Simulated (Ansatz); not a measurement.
The system is SiNi.

```
Ni Si
1.0
     4.50369    0.00000    0.00000
     0.00000    4.50369    0.00000
     0.00000    0.00000    4.50369
Ni Si
4 4
Cartesian
  0.6733 0.6733 0.6733
  2.9252 1.5785 3.8304
  3.8304 2.9252 1.5785
  1.5785 3.8304 2.9252
  3.8139 3.8139 3.8139
  1.5620 2.9417 0.6898
  0.6898 1.5620 2.9417
  2.9417 0.6898 1.5620
```

The cell is a database's computed one.

| Item | Value |
| --- | --- |
| Program | Ansatz 0.2.0 |
| Task | relaxation of cell and atoms |
| Functional | LDA |
| Potentials or basis | Ansatz PAW |
| Cutoff | 420 eV (not typed: the program's choice for these potentials) |
| k mesh | 6 × 6 × 6 |
| Occupations | fermi-dirac, width 0.05 eV |
| Spin | collinear spin, ferromagnetic start |
| Starting moments | [1.0, 1.0, 1.0, 1.0, 0.0, 0.0, 0.0, 0.0] μB |

At the start: volume 11.42 Å³/atom.

Where does the relaxation end?

It ends after 5 steps and the volume is 10.87 Å³/atom (-4.8 %); space group P2_13 (No. 198, to 0.05 Å); moment 0.00 μB per cell.

The path:
```tsv
step	energy change (eV)	largest force (eV/Å)	volume (Å³)
1	0.0000	0.0629	91.35
2	-0.1115	0.0351	88.83
3	-0.1391	0.0114	86.75
4	-0.1393	0.0053	86.95
5	-0.1373	0.0054	86.95
```

Final structure:
```
Ni Si
1.0
     4.43016    0.00000    0.00000
     0.00000    4.43016    0.00000
     0.00000    0.00000    4.43016
Ni Si
4 4
Direct
  0.14891 0.14891 0.14891
  0.64891 0.35109 0.85109
  0.85109 0.64891 0.35109
  0.35109 0.85109 0.64891
  0.84626 0.84626 0.84626
  0.34626 0.65374 0.15374
  0.15374 0.34626 0.65374
  0.65374 0.15374 0.34626
```

Caveat: the plane-wave basis is chosen anew once the cell has moved, so the energies of steps on either side of that aren't comparable; the PAW data sets come from PBE, with cores solved anew for the run's functional, which leaves a small shift of forces and pressure; the starting moments weren't kept.
